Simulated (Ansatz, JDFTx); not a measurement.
## TiC: programs and potentials compared

The starting cell:

```
Ti C
1.0
     0.00000    2.16572    2.16572
     2.16572    0.00000    2.16572
     2.16572    2.16572    0.00000
Ti C
1 1
Cartesian
  0.0000 0.0000 0.0000
  2.1657 2.1657 2.1657
```

The cell is a database's computed one, not the measured one.

Alike in all runs: task relaxation of cell and atoms; functional PBE; dispersion D3(BJ); k mesh 11 × 11 × 11; occupations fermi-dirac, width 0.05 eV; no spin polarisation; no spin-orbit coupling.

```json
{"program and potentials": "Ansatz, Ansatz PAW", "plane-wave cutoff (eV)": "420", "notes": "-", "equilibrium volume (Å³/atom)": "9.88"}
{"program and potentials": "Ansatz, all-electron LAPW, scalar-relativistic", "plane-wave cutoff (eV)": "-", "notes": "-", "equilibrium volume (Å³/atom)": "9.88"}
{"program and potentials": "JDFTx, PseudoDojo-SR-PBE-0.5-standard with smoothed tails", "plane-wave cutoff (eV)": "1143", "notes": "-", "equilibrium volume (Å³/atom)": "9.88"}
```

All agree on the equilibrium volume. Relaxations stop with a little pressure left, so the last digit of a volume isn't settled.

The functional is the same throughout but for its coding, so the spread measures potentials, basis and numerics; runs on potential files found faulty are left out.

The three runs give the same equilibrium volume, 9.88 Å³/atom, so neither the PAW nor the norm-conserving description of the cores shifts it visibly from the all-electron result. TiC is a forgiving case in this respect: strong covalent bonding between Ti 3d and C 2p states, with some ionic and metallic character, makes the lattice stiff, so small errors in the pressure change the volume little.

The common value nevertheless lies below both the starting cell's volume and the well-known measured one, whereas PBE alone usually comes close to experiment for this carbide. The likely cause is the added dispersion attraction, which can overbind a dense solid whose conduction electrons screen the interaction and whose Ti atoms, having given up charge, are less polarisable than neutral ones. Agreement between the programs therefore supports their treatment of the cores, but not the accuracy of the volume itself. Nor does it show that they would agree on the bulk modulus, which depends on the curvature of the energy rather than the position of its minimum.
